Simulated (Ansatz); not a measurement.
Random displacements in SiC

Theory: Ansatz, DFT PBE, scalar-relativistic, plane waves, PAW. Settings: plane waves to 420 eV, k-mesh 12×12×4 (Γ-centred), Gaussian smearing 0.05 eV. No spin polarisation. Energies are free energies at this smearing, counted from the undisturbed cell; pressure is positive in compression.

The undisturbed cell (as given, not relaxed at this level):

```
Si C
1.0
     3.07569    0.00000    0.00000
    -1.53785    2.66363    0.00000
     0.00000    0.00000   10.07065
Si C
4 4
Cartesian
  1.5378 0.8879 9.4447
  0.0000 1.7758 4.4094
  0.0000 0.0000 6.9275
  0.0000 0.0000 1.8922
  1.5378 0.8879 7.5510
  0.0000 1.7758 2.5157
  0.0000 0.0000 5.0400
  0.0000 0.0000 0.0046
```

The atoms are displaced (Å, in the unstrained cell):

```
atom ux uy uz
 Si1  -0.064  -0.031  -0.050
 Si2  -0.019  -0.120  -0.304
 Si3   0.158   0.072   0.200
 Si4  -0.067  -0.090   0.113
  C5  -0.082  -0.004  -0.013
  C6   0.061   0.081   0.026
  C7   0.047   0.067   0.018
  C8  -0.034   0.026   0.009
```

Strain (Voigt, engineering shear): (-0.0446, -0.0004, -0.0011, 0.0817, 0.1025, 0.0683).

Task: What are the energy change, the stress and the forces?

Result: ΔE = 779.4 meV/atom; stress (xx, yy, zz, yz, xz, xy; compression positive) (48.62, 20.19, 32.30, -18.30, -15.16, 5.16) GPa.
| atom | Fx (eV/Å) | Fy | Fz |
| --- | --- | --- | --- |
| Si1 | 0.93 | 1.59 | 1.85 |
| Si2 | -0.58 | 1.23 | 14.81 |
| Si3 | -5.42 | -3.25 | -6.43 |
| Si4 | 5.68 | 4.63 | -5.21 |
| C5 | 5.44 | 3.39 | 3.00 |
| C6 | -5.90 | -4.21 | -7.67 |
| C7 | 0.79 | -1.75 | -1.12 |
| C8 | -0.92 | -1.63 | 0.78 |

Cost: 1 run of about 0.41 core-minutes, on Intel Xeon 6975P-C (Granite Rapids) (shared hosts).